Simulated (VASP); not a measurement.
# Sn: equation of state with PBEsol

Sn:

```
Sn
1.0
    -2.02919    2.02919    1.66076
     2.02919   -2.02919    1.66076
     2.02919    2.02919   -1.66076
Sn
1
Cartesian
  0.0000 0.0000 0.0000
```

This isn't the form of Sn at room conditions, which is tetragonal (white tin).

```
Program                : VASP 6.6.1
Task                   : equation of state
Functional             : PBEsol
Potentials or basis    : VASP PAW PBE potentials, release 64 (Sn_d)
Cutoff                 : 520 eV
k mesh                 : 10 × 10 × 10
Occupations            : fermi-dirac, width 0.05 eV
Spin                   : no spin polarisation
Ladder                 : free
Further INCAR settings : ALGO = Normal; EDIFF = 1e-07; NBANDS = 13
```

```
Equilibrium volume                        : 26.32 Å³/atom
Bulk modulus at fixed shape and positions : 55 GPa
Pressure derivative of the bulk modulus   : 5.1
```

Energy against volume, from the lowest point:
| volume (Å³/atom) | energy (meV/atom) |
| --- | --- |
| 25.712 | 2.53 |
| 26.259 | 0.00 |
| 26.806 | 1.46 |
| 27.353 | 6.42 |
| 27.901 | 14.44 |
| 28.448 | 25.17 |
| 28.995 | 38.31 |

All runs of the series together: 4.5 min on 1 thread of Intel(R) Xeon(R) Platinum 8375C CPU @ 2.90GHz (Ice Lake), with other jobs on the host.

Caveat: the cell was scaled at fixed shape and fractional positions, which overstates the stiffness of a crystal with free parameters, most of all of layers and chains; the PAW data sets were made with another functional, which shifts forces and pressure a little.
